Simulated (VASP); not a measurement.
Wanted: the native input for a VASP 6.6.1 run.

```yaml
Task: single point
Functional: PBE
Potentials_or_basis: VASP PAW PBE potentials, release 64 (Si)
Cutoff: 600 eV
k_mesh: 2 × 2 × 2
Occupations: gaussian, width 0.05 eV
Spin: no spin polarisation
Further_INCAR_settings: LREAL = Auto; ALGO = Fast; EDIFF = 1e-07; NBANDS = 123
```

The structure of Si (a cell with a defect) lies in POSCAR:

```
Si
1.0
    0.0000000000      8.1655535595      8.1655535595
    8.1655535595      0.0000000000      8.1655535595
    8.1655535595      8.1655535595      0.0000000000
Si
53
Direct
    0.1666666667      0.1666666667      0.5000000000
    0.1666666667      0.1666666667      0.8333333333
    0.1666666667      0.5000000000      0.1666666667
    0.1666666667      0.5000000000      0.5000000000
    0.1666666667      0.5000000000      0.8333333333
    0.1666666667      0.8333333333      0.1666666667
    0.1666666667      0.8333333333      0.5000000000
    0.1666666667      0.8333333333      0.8333333333
    0.5000000000      0.1666666667      0.1666666667
    0.5000000000      0.1666666667      0.5000000000
    0.5000000000      0.1666666667      0.8333333333
    0.5000000000      0.5000000000      0.1666666667
    0.5000000000      0.5000000000      0.5000000000
    0.5000000000      0.5000000000      0.8333333333
    0.5000000000      0.8333333333      0.1666666667
    0.5000000000      0.8333333333      0.5000000000
    0.5000000000      0.8333333333      0.8333333333
    0.8333333333      0.1666666667      0.1666666667
    0.8333333333      0.1666666667      0.5000000000
    0.8333333333      0.1666666667      0.8333333333
    0.8333333333      0.5000000000      0.1666666667
    0.8333333333      0.5000000000      0.5000000000
    0.8333333333      0.5000000000      0.8333333333
    0.8333333333      0.8333333333      0.1666666667
    0.8333333333      0.8333333333      0.5000000000
    0.8333333333      0.8333333333      0.8333333333
    0.2500000000      0.2500000000      0.2500000000
    0.2500000000      0.2500000000      0.5833333333
    0.2500000000      0.2500000000      0.9166666667
    0.2500000000      0.5833333333      0.2500000000
    0.2500000000      0.5833333333      0.5833333333
    0.2500000000      0.5833333333      0.9166666667
    0.2500000000      0.9166666667      0.2500000000
    0.2500000000      0.9166666667      0.5833333333
    0.2500000000      0.9166666667      0.9166666667
    0.5833333333      0.2500000000      0.2500000000
    0.5833333333      0.2500000000      0.5833333333
    0.5833333333      0.2500000000      0.9166666667
    0.5833333333      0.5833333333      0.2500000000
    0.5833333333      0.5833333333      0.5833333333
    0.5833333333      0.5833333333      0.9166666667
    0.5833333333      0.9166666667      0.2500000000
    0.5833333333      0.9166666667      0.5833333333
    0.5833333333      0.9166666667      0.9166666667
    0.9166666667      0.2500000000      0.2500000000
    0.9166666667      0.2500000000      0.5833333333
    0.9166666667      0.2500000000      0.9166666667
    0.9166666667      0.5833333333      0.2500000000
    0.9166666667      0.5833333333      0.5833333333
    0.9166666667      0.5833333333      0.9166666667
    0.9166666667      0.9166666667      0.2500000000
    0.9166666667      0.9166666667      0.5833333333
    0.9166666667      0.9166666667      0.9166666667
```

The cell isn't the ideal one: grid = ENCUT=600 dk=0.35 cell=3x3x3 ISMEAR=0 SIGMA=0.05 LREAL=Auto EDIFF=1e-07.

These files were run (other wordings do the same):

INCAR

```
PREC     = Accurate       # precision mode
ENCUT    = 600            # plane-wave cutoff, eV
EDIFF    = 1E-7           # SCF threshold, eV
ISMEAR   = 0              # smearing method
SIGMA    = 0.05           # smearing width, eV
LREAL    = Auto         
LASPH    = T              # aspherical terms in the spheres
NELM     = 120            # most SCF steps
ALGO     = Fast           # electronic algorithm
ISIF     = 2              # what is computed and relaxed
LWAVE    = F              # write WAVECAR
LCHARG   = F              # write CHGCAR
GGA      = PE             # functional
NBANDS   = 123            # bands
```

KPOINTS

```
regular mesh
0
Gamma
  2 2 2
```

Potentials or basis: VASP PAW PBE potentials, release 64 (Si).

Command:

```console
$ cat potpaw_PBE.64/Si/POTCAR > POTCAR
$ mpirun -np 1 vasp_std > vasp.out
```

Results of the run:

```
Pressure               : 0.7 GPa
Largest force          : 0.290 eV/Å
Band gap on the k mesh : none (metal or under the smearing width)
```

It took 18 min on 1 thread of Intel(R) Xeon(R) 6975P-C (Granite Rapids) (shared host), peak memory 1.7 GiB.
